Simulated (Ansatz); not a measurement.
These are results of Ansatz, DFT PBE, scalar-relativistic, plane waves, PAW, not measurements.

Cutoff 420 eV; k points 15×15×8 on the computed 3-atom cell (Γ-centred); Gaussian smearing, width 0.10 eV; no spin polarisation.

Structure with the computed forces (eV/Å) in the last three columns:

```xyz
3
Lattice="3.6909 0.0000 0.0000 -1.8454 3.1964 0.0000 0.0000 0.0000 5.0929" Properties=species:S:1:pos:R:3:forces:R:3 pbc="T T T" pressure_GPa=7.09
Pt    0.0000    0.0000    0.0000    0.0000    0.0000    0.0000
Se    0.0000    2.1309    1.3102    0.0000    0.0000    0.2310
Se    1.8454    1.0655    3.7827    0.0000    0.0000   -0.2310
```

Stress tensor (GPa, compression positive):

```
8.38 0.00 0.00
0.00 8.38 0.00
0.00 0.00 4.50
```

Spin–orbit coupling is left out, which can shift energies with elements as heavy as these.